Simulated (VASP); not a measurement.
# AlNi in VASP: notebook, part 2 of 2

VASP 6.6.1. The steps go on from the part before.

## Step 4: Work function, PBEsol, collinear spin, ferromagnetic start

INCAR

```
ALGO     = Normal         # electronic algorithm
DIPOL    = 0.5 0.5 0.500
EDIFF    = 1E-6           # SCF threshold, eV
ENCUT    = 520            # plane-wave cutoff, eV
GGA      = PS             # functional
IDIPOL   = 3            
ISIF     = 2              # what is computed and relaxed
ISMEAR   = -1             # smearing method
ISPIN    = 2              # spin polarisation
LASPH    = T              # aspherical terms in the spheres
LCHARG   = T              # write CHGCAR
LDIPOL   = T            
LELF     = T              # ELF
LMAXMIX  = 4              # l up to which the mixer works
LORBIT   = 11             # projections on sites
LREAL    = F              # projectors in reciprocal space
LVACPOTAV= T            
LVHAR    = T            
LWAVE    = F              # write WAVECAR
MAGMOM   = 1 1 1 1 0 0 0 0 # initial moments
NELM     = 100            # most SCF steps
PREC     = Accurate       # precision mode
SIGMA    = 0.05           # smearing width, eV
```

KPOINTS

```
k-points
0
Gamma
  7 7 1
```

POSCAR

```
AlNi
1.0
    2.8810000000      0.0000000000      0.0000000000
    0.0000000000      2.8810000000      0.0000000000
    0.0000000000      0.0000000000     25.0835000000
Ni Al
4 4
Direct
    0.5000000000      0.5000000000      0.2990013355
    0.5000000000      0.5000000000      0.4138577152
    0.5000000000      0.5000000000      0.5287140949
    0.5000000000      0.5000000000      0.6435704746
    0.0000000000      0.0000000000      0.3564295254
    0.0000000000      0.0000000000      0.4712859051
    0.0000000000      0.0000000000      0.5861422848
    0.0000000000      0.0000000000      0.7009986645
```

Potentials or basis: VASP PAW PBE potentials, release 64 (Ni, Al).

On the command line:

```bash
> cat potpaw_PBE.64/Ni/POTCAR potpaw_PBE.64/Al/POTCAR > POTCAR
> mpirun -np 1 vasp_std > vasp.out
```

OUTCAR:

```text
EDIFF = 1E-6
   ENCUT = 520
   GGA = PS
   ISIF = 2
   ISMEAR = -1
   ISPIN = 2
   LASPH = T
   LORBIT = 11
   LREAL = F
   NELM = 100
   PREC = Accurate

 ion  position               nearest neighbor table
   1  0.500  0.500  0.299-   5 2.50   5 2.50   5 2.50   5 2.50   2 2.88
   2  0.500  0.500  0.414-   5 2.50   5 2.50   5 2.50   5 2.50   6 2.50   6 2.50   6 2.50   6 2.50
                             1 2.88   3 2.88
   3  0.500  0.500  0.529-   6 2.50   6 2.50   6 2.50   6 2.50   7 2.50   7 2.50   7 2.50   7 2.50
                             4 2.88   2 2.88
   4  0.500  0.500  0.644-   7 2.50   7 2.50   7 2.50   7 2.50   8 2.50   8 2.50   8 2.50   8 2.50
                             3 2.88
   5  0.000  0.000  0.356-   2 2.50   2 2.50   2 2.50   2 2.50   1 2.50   1 2.50   1 2.50   1 2.50
                             6 2.88
   6  0.000  0.000  0.471-   3 2.50   3 2.50   3 2.50   3 2.50   2 2.50   2 2.50   2 2.50   2 2.50
                             5 2.88   7 2.88
   7  0.000  0.000  0.586-   4 2.50   4 2.50   4 2.50   4 2.50   3 2.50   3 2.50   3 2.50   3 2.50
                             6 2.88   8 2.88
   8  0.000  0.000  0.701-   4 2.50   4 2.50   4 2.50   4 2.50   7 2.88

  LATTYP: Found a simple tetragonal cell.
 ALAT       =     2.8810000000
 C/A-ratio  =     8.7065255120

  Lattice vectors:

 A1 = (   2.8810000000,   0.0000000000,   0.0000000000)
 A2 = (   0.0000000000,   2.8810000000,   0.0000000000)
 A3 = (   0.0000000000,   0.0000000000,  25.0835000000)

Analysis of symmetry for initial positions (statically):
=====================================================================
 Subroutine PRICEL returns:
 Original cell was already a primitive cell.

 Routine SETGRP: Setting up the symmetry group for a
 simple tetragonal supercell.

 Subroutine GETGRP returns: Found  8 space group operations
 (whereof  8 operations were pure point group operations)
 out of a pool of 16 trial point group operations.

The static configuration has the point symmetry C_4v.

Analysis of symmetry for dynamics (positions and initial velocities):
=====================================================================
 Subroutine PRICEL returns:
 Original cell was already a primitive cell.

 Routine SETGRP: Setting up the symmetry group for a
 simple tetragonal supercell.

 Subroutine GETGRP returns: Found  8 space group operations
 (whereof  8 operations were pure point group operations)
 out of a pool of 16 trial point group operations.

The dynamic configuration has the point symmetry C_4v.

Analysis of structural, dynamic, and magnetic symmetry:
=====================================================================
 Subroutine PRICEL returns:
 Original cell was already a primitive cell.

 Routine SETGRP: Setting up the symmetry group for a
 simple tetragonal supercell.

 Subroutine GETGRP returns: Found  8 space group operations
 (whereof  8 operations were pure point group operations)
 out of a pool of 16 trial point group operations.

The overall configuration has the point symmetry C_4v.

 Subroutine INISYM returns: Found  8 space group operations
 (whereof  8 operations are pure point group operations),
 and found     1 'primitive' translations

----------------------------------------------------------------------------------------
[... 108 lines left out ...]
   IMIX   =      4    mixing-type and parameters
     AMIX     =   0.40;   BMIX     =  1.00
     AMIX_MAG =   1.60;   BMIX_MAG =  1.00
  volume/ion in A,a.u.               =      26.02       175.62
  Fermi-wavevector in a.u.,A,eV,Ry     =   1.030982  1.948273 14.461956  1.062924
  Thomas-Fermi vector in A             =   2.165107
   LORBIT       =     11    0 simple, 1 ext, 2 COOP (PROOUT), +10 PAW based schemes
   GGA     = PS    functional components
   LHFCALC =     F    Hartree Fock is set to
   AEXX    =    0.0000 exact exchange contribution
   IVDW    =     0    specifies the selected vdW correction
   LEPSILON=     F    determine dielectric tensor
   LRPA    =     F    only Hartree local field effects (RPA)
 spin polarized calculation
  energy-cutoff  :      520.00
  volume of cell :      208.20
 maximum number of plane-waves:      5655
 NGX is ok and might be reduce to    24
   NGX = 11   NGY = 11   NGZ = 93

 dipolmoment           0.000000      0.000000      0.004234 electrons x Angstroem

 number of electron      52.0000041 magnetization       0.0000102

 number of electron      52.0000041 magnetization      -0.0000616

 dipolmoment           0.000000      0.000000     -0.023131 electrons x Angstroem

 Free energy of the ion-electron system (eV)
  ---------------------------------------------------
  ext. energy  EPLUGINS =         0.00000000
  ---------------------------------------------------
  free energy    TOTEN  =       -43.59339360 eV

  energy without entropy =      -43.56645791  energy(sigma->0) =      -43.57992575

 E-fermi :   2.2182     XC(G=0):  -6.4856

 val. band max:        2.1681001396   @ k =   0.4286   0.0000   0.0000
 cond. band min:       2.2203619649   @ k =   0.4286   0.0000   0.0000
 fundamental gap:      0.0522618252
 Fermi energy:         2.2182429432

 spin component 1

 k-point     1 :       0.0000    0.0000    0.0000
  band No.  band energies     occupation
      1      -8.6587      1.00000
      2      -7.8637      1.00000
      3      -6.6640      1.00000
      4      -5.1654      1.00000
      5      -3.4295      1.00000
      6      -1.9100      1.00000
[... 349 lines left out ...]
     32       5.0140      0.00000
     33       5.0712      0.00000
 Fermi energy:         2.2182429432

 spin component 2

 k-point     1 :       0.0000    0.0000    0.0000
  band No.  band energies     occupation
      1      -8.6587      1.00000
      2      -7.8637      1.00000
      3      -6.6640      1.00000
      4      -5.1654      1.00000
      5      -3.4295      1.00000
      6      -1.9100      1.00000
[... 349 lines left out ...]
     32       5.0140      0.00000
     33       5.0712      0.00000

------------------------ aborting loop because EDIFF is reached ----------------------------------------

  FORCE on cell =-STRESS in cart. coord.  units (eV):
  Direction    XX          YY          ZZ          XY          YZ          ZX
  --------------------------------------------------------------------------------------
  -------------------------------------------------------------------------------------
  Total       -5.0346572     -5.0346572     -2.7568685      0.0000000      0.0000000      0.0000000
  in kB      -38.7441235    -38.7441235    -21.2154368      0.0000000      0.0000000      0.0000000
  external PRESSURE =     -32.9012279 kB  Pullay stress =       0.0000000 kB

 VOLUME and BASIS-vectors are now :
 -----------------------------------------------------------------------------
  energy-cutoff  :      520.00
  volume of cell :      208.20
      direct lattice vectors                 reciprocal lattice vectors
     2.881000000  0.000000000  0.000000000     0.347101701  0.000000000  0.000000000
     0.000000000  2.881000000  0.000000000     0.000000000  0.347101701  0.000000000
     0.000000000  0.000000000 25.083500000     0.000000000  0.000000000  0.039866845

 POSITION                                       TOTAL-FORCE (eV/Angst)
 -----------------------------------------------------------------------------------
      1.44050      1.44050      7.50000         0.000000     -0.000000      0.902730
      1.44050      1.44050     10.38100         0.000000      0.000000      0.345567
      1.44050      1.44050     13.26200         0.000000     -0.000000     -0.121863
      1.44050      1.44050     16.14300        -0.000000     -0.000000      0.300456
      0.00000      0.00000      8.94050         0.000000     -0.000000     -0.938418
      0.00000      0.00000     11.82150         0.000000     -0.000000     -0.129804
      0.00000      0.00000     14.70250         0.000000     -0.000000      0.039884
      0.00000      0.00000     17.58350         0.000000     -0.000000     -0.398553
 -----------------------------------------------------------------------------------
    total drift:                                0.000000      0.000000      0.000219

  FREE ENERGIE OF THE ION-ELECTRON SYSTEM (eV)
  ---------------------------------------------------
  free  energy   TOTEN  =       -43.5933935997 eV

  energy  without entropy=      -43.5664579091  energy(sigma->0) =      -43.57992575

 vacuum level on the upper side and lower side of the slab         6.401         6.906

 total charge

# of ion       s       p       d       tot
------------------------------------------
    1        0.422   0.283   8.429   9.135
    2        0.478   0.515   8.481   9.475
    3        0.478   0.519   8.480   9.477
    4        0.488   0.510   8.479   9.477
    5        0.391   0.400   0.000   0.792
    6        0.384   0.411   0.000   0.795
    7        0.382   0.409   0.000   0.792
    8        0.416   0.344   0.000   0.760
--------------------------------------------------
tot          3.440   3.393  33.869  40.703

 magnetization (x)

# of ion       s       p       d       tot
------------------------------------------
    1        0.000   0.000  -0.000  -0.000
    2       -0.000  -0.000  -0.000  -0.000
    3        0.000   0.000   0.000   0.000
    4        0.000  -0.000   0.000   0.000
    5        0.000   0.000   0.000   0.000
    6       -0.000   0.000   0.000   0.000
    7       -0.000  -0.000   0.000  -0.000
    8        0.000   0.000   0.000   0.000
--------------------------------------------------
tot          0.000   0.000  -0.000  -0.000
```

It took 7.7 min on 1 thread of Intel Xeon Platinum 8259CL at 2.50GHz (Skylake/Cascade Lake), shared host; peak memory 0.45 GiB.

Results:

| Item | Value |
| --- | --- |
| Free energy | -43.5934 eV |
| Largest force | 0.938 eV/Å |
| Band gap on the k mesh | none (metal or under the smearing width) |
| Net moment | 0.00 μB per cell |
| Valence electrons inside the program's atomic spheres | Ni 9.13, 9.47, 9.48; Al 0.79, 0.80, 0.76 |
| Work function of the upper face | 4.18 eV |
| Work function of the lower face | 4.69 eV |

Forces on the atoms (eV/Å):
```
Ni   0.000  0.000  0.903
Ni   0.000  0.000  0.346
Ni   0.000  0.000 -0.122
Ni   0.000  0.000  0.300
Al   0.000  0.000 -0.938
Al   0.000  0.000 -0.130
Al   0.000  0.000  0.040
Al   0.000  0.000 -0.399
```

Caveat: the PAW data sets were made with another functional, which shifts forces and pressure a little.

## Step 5: Work function, RPBE, collinear spin, ferromagnetic start

INCAR, as its differences from that of step 4:

```diff
@@ -4,3 +4,3 @@
 ENCUT    = 520            # plane-wave cutoff, eV
-GGA      = PS             # functional
+GGA      = RP             # functional
 IDIPOL   = 3
```

KPOINTS is that of step 4.

POSCAR is that of step 4.

Potentials or basis: VASP PAW PBE potentials, release 64 (Ni, Al).

On the command line:

```bash
> cat potpaw_PBE.64/Ni/POTCAR potpaw_PBE.64/Al/POTCAR > POTCAR
> mpirun -np 1 vasp_std > vasp.out
```

OUTCAR:

```text
EDIFF = 1E-6
   ENCUT = 520
   GGA = RP
   ISIF = 2
   ISMEAR = -1
   ISPIN = 2
   LASPH = T
   LORBIT = 11
   LREAL = F
   NELM = 100
   PREC = Accurate

 ion  position               nearest neighbor table
   1  0.500  0.500  0.299-   5 2.50   5 2.50   5 2.50   5 2.50   2 2.88
   2  0.500  0.500  0.414-   5 2.50   5 2.50   5 2.50   5 2.50   6 2.50   6 2.50   6 2.50   6 2.50
                             1 2.88   3 2.88
   3  0.500  0.500  0.529-   6 2.50   6 2.50   6 2.50   6 2.50   7 2.50   7 2.50   7 2.50   7 2.50
                             4 2.88   2 2.88
   4  0.500  0.500  0.644-   7 2.50   7 2.50   7 2.50   7 2.50   8 2.50   8 2.50   8 2.50   8 2.50
                             3 2.88
   5  0.000  0.000  0.356-   2 2.50   2 2.50   2 2.50   2 2.50   1 2.50   1 2.50   1 2.50   1 2.50
[... 966 lines left out ...]
      0.00000      0.00000     14.70250        -0.000000      0.000000      0.046186
      0.00000      0.00000     17.58350        -0.000000     -0.000000      0.003403
 -----------------------------------------------------------------------------------
    total drift:                                0.000000      0.000000     -0.000699

  FREE ENERGIE OF THE ION-ELECTRON SYSTEM (eV)
  ---------------------------------------------------
  free  energy   TOTEN  =       -36.7607075699 eV

  energy  without entropy=      -36.7337225048  energy(sigma->0) =      -36.74721504

 vacuum level on the upper side and lower side of the slab         6.490         6.848

 total charge

# of ion       s       p       d       tot
------------------------------------------
    1        0.416   0.282   8.424   9.122
    2        0.471   0.512   8.469   9.452
    3        0.471   0.515   8.468   9.454
    4        0.480   0.506   8.467   9.452
    5        0.396   0.402   0.000   0.798
    6        0.388   0.413   0.000   0.801
    7        0.386   0.411   0.000   0.797
    8        0.419   0.345   0.000   0.765
--------------------------------------------------
tot          3.426   3.386  33.828  40.641

 magnetization (x)

# of ion       s       p       d       tot
------------------------------------------
    1       -0.000   0.000  -0.000  -0.000
    2       -0.000  -0.000  -0.000  -0.000
    3        0.000   0.000  -0.000  -0.000
    4        0.000  -0.000   0.000   0.000
    5       -0.000  -0.000   0.000  -0.000
    6       -0.000  -0.000   0.000  -0.000
    7        0.000  -0.000   0.000   0.000
    8        0.000   0.000   0.000   0.000
--------------------------------------------------
tot          0.000   0.000  -0.000  -0.000
```

stdout:

```text
POSCAR found type information on POSCAR NiAl
 POSCAR found :  2 types and       8 ions
 scaLAPACK will be used
 -----------------------------------------------------------------------------
[... 23 lines left out ...]
|     Did not find any points to average over, which means that no vacuum     |
|     field-free region was found. Please increase the size of  your cell     |
|     in the dimension of the dipole correction to obtain accurate            |
|     workfunction values.                                                    |
|                                                                             |
 -----------------------------------------------------------------------------
```

Wall time 7.8 min (1 thread of Intel Xeon Platinum 8259CL at 2.50GHz (Skylake/Cascade Lake), shared host); peak memory 0.45 GiB.

Results:

```
Free energy                                           : -36.7607 eV
Largest force                                         : 0.936 eV/Å
Band gap on the k mesh                                : none (metal or under the smearing width)
Net moment                                            : 0.00 μB per cell
Valence electrons inside the program's atomic spheres : Ni 9.12, 9.45; Al 0.80, 0.77
Work function of the upper face                       : 4.05 eV
Work function of the lower face                       : 4.41 eV
```

Forces in eV/Å, atoms in the order of the input:
```
Ni   0.000  0.000  0.440
Ni   0.000  0.000  0.339
Ni   0.000  0.000 -0.124
Ni   0.000  0.000  0.359
Al   0.000  0.000 -0.936
Al   0.000  0.000 -0.127
Al   0.000  0.000  0.046
Al   0.000  0.000  0.003
```

Levels at points of the mesh, in eV from the Fermi level:
Spin up:
| k point | band 22 | band 23 | band 24 | band 25 | band 26 | band 27 | band 28 | band 29 | band 30 | band 31 |
| --- | --- | --- | --- | --- | --- | --- | --- | --- | --- | --- |
| (0.00, 0.00, 0.00) | -0.84 | -0.84 | -0.82 | -0.63 | -0.51 | 0.20 | 1.82 | 3.35 | 4.07 | 4.53 |
Spin down:
```tsv
k point	band 23	band 24	band 25	band 26	band 27	band 28	band 29	band 30
(0.00, 0.00, 0.00)	-0.84	-0.82	-0.63	-0.51	0.20	1.82	3.34	4.05
```

Caveat: the PAW data sets were made with another functional, which shifts forces and pressure a little.

## Step 6: Summary

| level | potentials or basis | gap on the mesh (eV) | moment (μB) | largest force (eV/Å) | work function (eV) |
| --- | --- | --- | --- | --- | --- |
| LDA | VASP PAW LDA potentials, release 64 (Ni, Al) | none | 0.00 | 1.18 | 4.30 |
| PBE | VASP PAW PBE potentials, release 64 (Ni, Al) | none | 0.00 | 0.95 | 4.13 |
| PBEsol | VASP PAW PBE potentials, release 64 (Ni, Al) | none | 0.00 | 0.94 | 4.18 |
| RPBE | VASP PAW PBE potentials, release 64 (Ni, Al) | none | 0.00 | 0.94 | 4.05 |

Alike in all rows: task work function; spin collinear, ferromagnetic start; cell as given; k mesh 7 × 7 × 1; cutoff (eV) 520; smearing fermi-dirac 0.05 eV.

Caveats: the PAW data sets were made with another functional, which shifts forces and pressure a little (some runs).

Total energies depend on the potentials used, so only differences within one code and one set of settings carry meaning.
